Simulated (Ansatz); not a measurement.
# Si: the cost of one run

Computed with Ansatz 0.2.0 (DFT PBEsol, scalar-relativistic, plane waves, PAW, unless a step's input says otherwise).

### Step 1. Starting point

It takes space group I4_1/amd (No. 141, tetragonal). Conventional cell: a = 4.743 Å, b = 4.743 Å, c = 2.659 Å, α = 90.00°, β = 90.00°, γ = 90.00°. Si (site symmetry -4m2) has 6 Si at 2.46 to 2.66 Å as nearest neighbours.

As a file:

```cif
data_structure
_symmetry_space_group_name_H-M 'P 1'
_symmetry_Int_Tables_number 1
_cell_length_a 3.6075
_cell_length_b 3.6075
_cell_length_c 3.6075
_cell_angle_alpha 97.803
_cell_angle_beta 97.803
_cell_angle_gamma 136.757
_cell_volume 29.90
loop_
_atom_site_label
_atom_site_type_symbol
_atom_site_fract_x
_atom_site_fract_y
_atom_site_fract_z
_atom_site_occupancy
Si1 Si 0.25000 0.75000 0.50000 1
Si2 Si 0.50000 0.50000 0.00000 1
```

The structure comes from the Materials Project (structure only).

### Step 2. A distortion of lower symmetry

What differs from the listed cell: strain xx, yy, zz, yz, xz, xy = -0.9, -0.9, -0.9, +0.2, +0.2, +1.0 %; atoms moved by 0.10 Å root mean square, at most 0.10 Å.

Contents of input.yaml:

```yaml
crystal:
  lattice:
    - [-2.3232118171, 2.3286618052, 1.3171159042]
    - [2.3286618052, -2.3232118171, 1.3171159042]
    - [2.3706392632, 2.3706392632, -1.3073932778]
  atoms:
    - { symbol: Si, position: [0.2649092317, 0.7350907683, 0.5] }
    - { symbol: Si, position: [0.4850907683, 0.5149092317, 0.0] }
basis:
  ecutwfc: 420
kpoints:
  mp_grid: { grid: [16, 16, 12] }
hamiltonian:
  xc: pbesol
scf:
  occupations: { method: gaussian, width: 0.1 }
output:
  forces: true
  stress: true
  eigenvalues: true
  populations: true
```

Launch:

```
> ansatz run input.yaml --threads 1 --pin off --max-ram 1331MiB --backend cpu --events-out ev --progress --plain --runs-dir out
```

**Question.** How long does this run take on 1 thread of an x86-64 CPU, shared host, and how much memory does it need?

About 34 s, with a peak of 0.49 GiB.
